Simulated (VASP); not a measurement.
# InAs (F-43m) in VASP: notebook

The runs below take InAs through single point, with PBEsol+D3(BJ).

Everything below comes from runs of VASP 6.6.1. Logs are shortened: lines on timing, memory, paths and dates and some standing lists are left out, and cuts for length are marked.

**Measured values to compare with.**

From a printed reference work, data compilation, for a bulk crystal of InAs at 4.2 K: band gap 0.418 eV (direct).

How close the calculation comes is told below.

### 1 The cell of the first run

Symmetry: F-43m, No. 216, cubic system. Conventional cell: a = 6.076 Å, b = 6.076 Å, c = 6.076 Å, α = 90.00°, β = 90.00°, γ = 90.00°. In (site symmetry -43m) has 4 As at 2.63 Å within 3.5 Å. As (site symmetry -43m) has 4 In at 2.63 Å within 3.5 Å.

### 2 Single point, PBEsol+D3(BJ)

Contents of INCAR:

```
SYSTEM = InAs
  PREC = Accurate
  ENCUT = 520
  EDIFF = 1E-6
  ISMEAR = -1
  SIGMA = 0.05
  LREAL = .FALSE.
  LASPH = .TRUE.
  NELM = 100
  ALGO = Normal
  ISIF = 2
  LWAVE = .FALSE.
  LCHARG = .TRUE.
  GGA = PS
  IVDW = 12
  LELF = .TRUE.
  LVHAR = .TRUE.
  NBANDS = 16
```

Contents of KPOINTS:

```
regular mesh
0
G
  8 8 8
  0 0 0
```

Contents of POSCAR:

```
InAs
1.0
    0.0000000000      3.0379873375      3.0379873375
    3.0379873375      0.0000000000      3.0379873375
    3.0379873375      3.0379873375      0.0000000000
In As
1 1
Direct
    0.0000000000      0.0000000000      0.0000000000
    0.7500000000      0.7500000000      0.7500000000
```

Potentials or basis: VASP PAW PBE potentials, release 64 (In_d, As).

On the command line:

```bash
$ cat potpaw_PBE.64/In_d/POTCAR potpaw_PBE.64/As/POTCAR > POTCAR
$ mpirun -np 1 vasp_std > vasp.out
```

OUTCAR:

```text
SYSTEM = InAs
   PREC = Accurate
   ENCUT = 520
   EDIFF = 1E-6
   ISMEAR = -1
   LREAL = .FALSE.
   LASPH = .TRUE.
   NELM = 100
   ISIF = 2
   GGA = PS
   IVDW = 12
 IVDW          = 12

 ion  position               nearest neighbor table
   1  0.000  0.000  0.000-   2 2.63   2 2.63   2 2.63   2 2.63
   2  0.750  0.750  0.750-   1 2.63   1 2.63   1 2.63   1 2.63

  LATTYP: Found a face centered cubic cell.
 ALAT       =     6.0759746750

  Lattice vectors:

 A1 = (   0.0000000000,   3.0379873375,   3.0379873375)
 A2 = (   3.0379873375,   0.0000000000,   3.0379873375)
 A3 = (   3.0379873375,   3.0379873375,   0.0000000000)

Analysis of symmetry for initial positions (statically):
=====================================================================
 Subroutine PRICEL returns:
 Original cell was already a primitive cell.

 Routine SETGRP: Setting up the symmetry group for a
 face centered cubic supercell.

 Subroutine GETGRP returns: Found 24 space group operations
 (whereof 24 operations were pure point group operations)
 out of a pool of 48 trial point group operations.

The static configuration has the point symmetry T_d .

Analysis of symmetry for dynamics (positions and initial velocities):
=====================================================================
 Subroutine PRICEL returns:
 Original cell was already a primitive cell.

 Routine SETGRP: Setting up the symmetry group for a
 face centered cubic supercell.

 Subroutine GETGRP returns: Found 24 space group operations
 (whereof 24 operations were pure point group operations)
 out of a pool of 48 trial point group operations.

The dynamic configuration has the point symmetry T_d .

 Subroutine INISYM returns: Found 24 space group operations
 (whereof 24 operations are pure point group operations),
 and found     1 'primitive' translations

----------------------------------------------------------------------------------------

                                     Primitive cell

  volume of cell :      56.0774

  direct lattice vectors                    reciprocal lattice vectors
     0.000000000  3.037987338  3.037987338    -0.164582648  0.164582648  0.164582648
     3.037987338  0.000000000  3.037987338     0.164582648 -0.164582648  0.164582648
     3.037987338  3.037987338  0.000000000     0.164582648  0.164582648 -0.164582648

  length of vectors
     4.296362895  4.296362895  4.296362895     0.285065508  0.285065508  0.285065508

[... 78 lines left out ...]
   ENCUT  =  520.0 eV  38.22 Ry    6.18 a.u.   7.99  7.99  7.99*2*pi/ulx,y,z
   NELM   =    100;   NELMIN=  2; NELMDL= -5     # of ELM steps
   EDIFF  = 0.1E-05   stopping-criterion for ELM
   LREAL  =      F    real-space projection
   EDIFFG = 0.1E-04   stopping-criterion for IOM
   NSW    =      0    number of steps for IOM
   IBRION =     -1    ionic relax: 0-MD 1-quasi-New 2-CG
   NFREE  =      0    steps in history (QN), initial steepest desc. (CG)
   ISIF   =      2    stress and relaxation
   ISYM   =      2    0-nonsym 1-usesym 2-fastsym
   POTIM  = 0.5000    time-step for ionic-motion
   TEBEG  =    0.0;   TEEND  =   0.0 temperature during run
   PSTRESS=    0.0 pullay stress
   NELECT =      18.0000    total number of electrons
   NUPDOWN=      -1.0000    fix difference up-down
   EMIN   =  10.00;   EMAX   =-10.00  energy-range for DOS
   EFERMI =   0.00;   METHOD = LEGACY
   ISMEAR =    -1;   SIGMA  =   0.05  broadening in eV -4-tet -1-fermi 0-gaus
   EFERMI_NEDOS =   21; number of points for ismear=-14 and -15
   IALGO  =     38    algorithm
   IMIX   =      4    mixing-type and parameters
     AMIX     =   0.40;   BMIX     =  1.00
     AMIX_MAG =   1.60;   BMIX_MAG =  1.00
  volume/ion in A,a.u.               =      28.04       189.21
  Fermi-wavevector in a.u.,A,eV,Ry     =   1.120907  2.118208 17.094812  1.256433
  Thomas-Fermi vector in A             =   2.257557
   LORBIT       =      0    0 simple, 1 ext, 2 COOP (PROOUT), +10 PAW based schemes
   GGA     = PS    functional components
   LHFCALC =     F    Hartree Fock is set to
   AEXX    =    0.0000 exact exchange contribution
   IVDW    =    12    specifies the selected vdW correction
   LEPSILON=     F    determine dielectric tensor
   LRPA    =     F    only Hartree local field effects (RPA)
 non-spin polarized calculation
  energy-cutoff  :      520.00
  volume of cell :       56.08
 maximum number of plane-waves:      1540
   NGX = 15   NGY = 15   NGZ = 15

 number of electron      17.9999991 magnetization

 Free energy of the ion-electron system (eV)
  ---------------------------------------------------
  ext. energy  EPLUGINS =         0.00000000
  ---------------------------------------------------
  free energy    TOTEN  =        -8.48657348 eV

  energy without entropy =       -8.48602596  energy(sigma->0) =       -8.48629972

 E-fermi :   4.2785     XC(G=0):  -9.2214

 val. band max:        4.2302192526   @ k =   0.0000   0.0000   0.0000
 cond. band min:       5.0732578466   @ k =   0.5000   0.0000   0.0000
 fundamental gap:      0.8430385939
 Fermi energy:         4.2784865179

 k-point     1 :       0.0000    0.0000    0.0000
  band No.  band energies     occupation
      1     -10.0744      2.00000
      2     -10.0744      2.00000
      3     -10.0744      2.00000
      4      -9.9524      2.00000
      5      -9.9524      2.00000
      6      -7.5679      2.00000
[... 433 lines left out ...]
      3     -10.0226      2.00000
      4      -9.9574      2.00000
      5      -9.9452      2.00000
      6      -5.8655      2.00000
[... 8 lines left out ...]
     15      14.4924      0.00000
     16      15.2009      0.00000

 [... further k-points ...]

------------------------ aborting loop because EDIFF is reached ----------------------------------------

 Edisp (eV)   -0.62234

 E8    (eV) :    -0.4282

  FORCE on cell =-STRESS in cart. coord.  units (eV):
  Direction    XX          YY          ZZ          XY          YZ          ZX
  --------------------------------------------------------------------------------------
  -------------------------------------------------------------------------------------
  Total      -0.47351    -0.47351    -0.47351     0.00000     0.00000    -0.00000
  in kB     -13.52866   -13.52866   -13.52866     0.00000     0.00000    -0.00000
  external pressure =      -13.53 kB  Pullay stress =        0.00 kB

 VOLUME and BASIS-vectors are now :
 -----------------------------------------------------------------------------
  energy-cutoff  :      520.00
  volume of cell :       56.08
      direct lattice vectors                 reciprocal lattice vectors
     0.000000000  3.037987338  3.037987338    -0.164582648  0.164582648  0.164582648
     3.037987338  0.000000000  3.037987338     0.164582648 -0.164582648  0.164582648
     3.037987338  3.037987338  0.000000000     0.164582648  0.164582648 -0.164582648

 POSITION                                       TOTAL-FORCE (eV/Angst)
 -----------------------------------------------------------------------------------
      0.00000      0.00000      0.00000         0.000000      0.000000      0.000000
      4.55698      4.55698      4.55698        -0.000000     -0.000000     -0.000000
 -----------------------------------------------------------------------------------
    total drift:                                0.000000      0.000000      0.000000

  FREE ENERGIE OF THE ION-ELECTRON SYSTEM (eV)
  ---------------------------------------------------
  free  energy   TOTEN  =        -9.1089159722 eV

  energy  without entropy=       -9.1083684586  energy(sigma->0) =       -9.10864222
```

OSZICAR:

```text
N       E                     dE             d eps       ncg     rms          rms(c)
DAV:   1     0.112923447204E+03    0.11292E+03   -0.82420E+03   928   0.121E+03
DAV:   2    -0.123687974737E+01   -0.11416E+03   -0.10921E+03  1040   0.295E+02
DAV:   3    -0.858620999320E+01   -0.73493E+01   -0.73231E+01  1144   0.736E+01
DAV:   4    -0.877054717770E+01   -0.18434E+00   -0.18425E+00  1216   0.132E+01
DAV:   5    -0.878018147283E+01   -0.96343E-02   -0.96342E-02  1320   0.258E+00    0.436E+00
DAV:   6    -0.851896498644E+01    0.26122E+00   -0.38022E-01  1472   0.111E+01    0.239E+00
DAV:   7    -0.848775800340E+01    0.31207E-01   -0.10525E-01  1296   0.319E+00    0.679E-01
DAV:   8    -0.848624467124E+01    0.15133E-02   -0.12617E-02  1184   0.127E+00    0.192E-01
DAV:   9    -0.848648296127E+01   -0.23829E-03   -0.86050E-04  1168   0.259E-01    0.107E-01
DAV:  10    -0.848655452033E+01   -0.71559E-04   -0.12349E-04  1368   0.159E-01    0.639E-02
DAV:  11    -0.848657370827E+01   -0.19188E-04   -0.50505E-05  1064   0.982E-02    0.440E-02
DAV:  12    -0.848657347569E+01    0.23258E-06   -0.48867E-06  1104   0.242E-02
   1 F= -.91089160E+01 E0= -.91086422E+01  d E =-.547514E-03
```

It used 15 s of CPU time on 1 thread of Intel Xeon 6975P-C, on a shared host.

What came out:

| Quantity | Value |
| --- | --- |
| Free energy | -9.1089 eV |
| Pressure | -1.4 GPa |
| Band gap on the k mesh | zero (filled and empty bands touch) |
| Dispersion energy per atom | -0.311 eV |

Levels at points of the mesh, in eV from the Fermi level:
| k point | band 5 | band 6 | band 7 | band 8 | band 9 | band 10 | band 11 | band 12 | band 13 | band 14 |
| --- | --- | --- | --- | --- | --- | --- | --- | --- | --- | --- |
| (0.00, 0.00, 0.00) | -14.23 | -11.85 | -0.40 | -0.05 | -0.05 | -0.05 | 3.80 | 3.80 | 3.80 | 7.23 |
| (0.50, 0.00, 0.00) | -14.22 | -10.40 | -5.79 | -1.02 | -1.02 | 0.79 | 4.57 | 4.57 | 6.65 | 8.78 |
| (0.50, 0.50, 0.00) | -14.21 | -9.87 | -5.87 | -2.35 | -2.35 | 1.41 | 1.93 | 8.94 | 9.07 | 9.07 |

Caveat: the PAW data sets were made with another functional, which shifts forces and pressure a little; spin-orbit coupling is left out, which moves the levels of the heavy elements; pairwise dispersion overbinds metals, which lowers pressure and volume.

### 3 Single point, PBEsol+D3(BJ)

This run uses another cell than the first one, of 28.59 Å³/atom, 1.020 times its volume.

Contents of INCAR:

```
SYSTEM = InAs
PREC = Accurate
ENCUT = 520
EDIFF = 1E-6
ISMEAR = -1
SIGMA = 0.05
LREAL = .False.
LASPH = .True.
NELM = 60
ALGO = Normal
ISIF = 2
LWAVE = .False.
LCHARG = .False.
GGA = PS
IVDW = 12
NBANDS = 16
```

Contents of KPOINTS:

```
regular mesh
0
Gamma
  8 8 8
  0 0 0
```

Contents of POSCAR:

```
InAs
1.0
    0.0000000000      3.0577150807      3.0577150807
    3.0577150807      0.0000000000      3.0577150807
    3.0577150807      3.0577150807      0.0000000000
In As
1 1
Direct
    0.0000000000      0.0000000000      0.0000000000
    0.7500000000      0.7500000000      0.7500000000
```

Potentials or basis: VASP PAW PBE potentials, release 64 (In_d, As).

On the command line:

```bash
$ cat potpaw_PBE.64/In_d/POTCAR potpaw_PBE.64/As/POTCAR > POTCAR
$ mpirun -np 1 vasp_std > vasp.out
```

Wall time 19 s (1 thread of Intel Xeon 6975P-C, shared host); peak memory 0.19 GiB.

It converged, with:

| Property | Result |
| --- | --- |
| Free energy | -9.0964 eV |
| Pressure | -2.4 GPa |
| Band gap on the k mesh | zero (filled and empty bands touch) |
| Dispersion energy per atom | -0.305 eV |

Levels at points of the mesh, in eV from the Fermi level:
| k point | band 7 | band 8 | band 9 | band 10 | band 11 | band 12 |
| --- | --- | --- | --- | --- | --- | --- |
| (0.00, 0.00, 0.00) | -0.50 | -0.05 | -0.05 | -0.05 | 3.79 | 3.79 |
| (0.50, 0.00, 0.00) | -5.70 | -1.00 | -1.00 | 0.75 | 4.55 | 4.55 |
| (0.50, 0.50, 0.00) | -5.79 | -2.28 | -2.28 | 1.44 | 1.92 | 8.81 |

Caveat: the PAW data sets were made with another functional, which shifts forces and pressure a little; spin-orbit coupling is left out, which moves the levels of the heavy elements; pairwise dispersion overbinds metals, which lowers pressure and volume.

### 4 How close it comes

Step 2. Against the measured gap of InAs, 0.418 eV (direct; 4.2 K; a printed reference work, data compilation), the calculated 0.00 eV is off by -0.42 eV. Spin-orbit coupling on As, In is left out. The value is that of PBEsol+D3(BJ) on a finite k mesh, which can miss the band edges, without temperature or zero-point motion. Semilocal functionals fall short of measured gaps as a rule.

Step 3. Against the measured gap of InAs, 0.418 eV (direct; 4.2 K; a printed reference work, data compilation), the calculated 0.00 eV is off by -0.42 eV. Spin-orbit coupling on As, In is left out. The value is that of PBEsol+D3(BJ) on a finite k mesh, which can miss the band edges, without temperature or zero-point motion. Semilocal functionals fall short of measured gaps as a rule.
